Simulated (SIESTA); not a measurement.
Runs of SIESTA 5.4.2 on TiO2. Symmetry: P4_2/mnm, No. 136, tetragonal system. The conventional cell has a = 4.600 Å, b = 4.600 Å, c = 2.959 Å, α = 90.00°, β = 90.00°, γ = 90.00°. Ti (site symmetry mmm) has 6 O at 1.95 to 1.98 Å as nearest neighbours. O (site symmetry m2m) has 3 Ti at 1.95 to 1.98 Å as nearest neighbours. The cell is a database's computed one.

```csv
task,level,potentials or basis,cell,k mesh,optimiser,force tolerance,energy shift,gap on the mesh (eV),pressure (GPa),relaxed volume (Å³/atom),largest force (eV/Å)
relaxation of cell and atoms,PBE,"PseudoDojo 0.4 standard (PBE files), DZP (energy shift 0.002 Ry)",relaxed to 20 GPa,4 × 4 × 6,CG,0.02 eV/Å,0.002 Ry,(a),20.0,-,-
band structure,RPBE,"PseudoDojo 0.4 standard (PBE files), DZP (energy shift 0.002 Ry)",as given,6 × 6 × 9,-,-,0.002 Ry,1.70,10.8,-,0.06
relaxation of cell and atoms,RPBE,"PseudoDojo 0.4 standard (PBE files), DZP (energy shift 0.002 Ry)",relaxed,4 × 4 × 6,-,0.01 eV/Å,0.002 Ry,(d),0.0,10.97,-
relaxation of cell and atoms,PBE,"PseudoDojo 0.4 standard (PBE files), SZ (energy shift 0.01 Ry)",relaxed,4 × 4 × 6,-,0.01 eV/Å,0.01 Ry,(b),0.0,9.98,-
band structure,PBE,"PseudoDojo 0.5 standard (PBE files), DZP (energy shift 0.002 Ry)",as given,6 × 6 × 9,-,-,0.002 Ry,1.69,(c),-,0.04
band structure,APBE,"PseudoDojo 0.4 standard (PBE files), DZP (energy shift 0.002 Ry)",as given,6 × 6 × 9,-,-,0.002 Ry,1.69,9.0,-,0.06
band structure,B86bPBE,"PseudoDojo 0.4 standard (PBE files), DZP (energy shift 0.002 Ry)",as given,6 × 6 × 9,-,-,0.002 Ry,1.69,7.6,-,0.05
```

Alike in all rows: no spin polarisation; smearing fermi-dirac 0.05 eV; grid cutoff 800 Ry.

Question: Fill in the values left out.

Answer: (a) 1.73; (b) 1.49; (c) 6.6; (d) 1.66.

Caveats: the basis of atomic orbitals isn't converged, which shifts pressures, moduli and gaps; semicore shells carry a single zeta, which can move pressures by several GPa and volumes by a few percent (some runs); the potentials were made for another functional, which shifts forces and pressure (some runs); the basis has no polarisation orbitals (some runs).

A k mesh can miss the band edges.
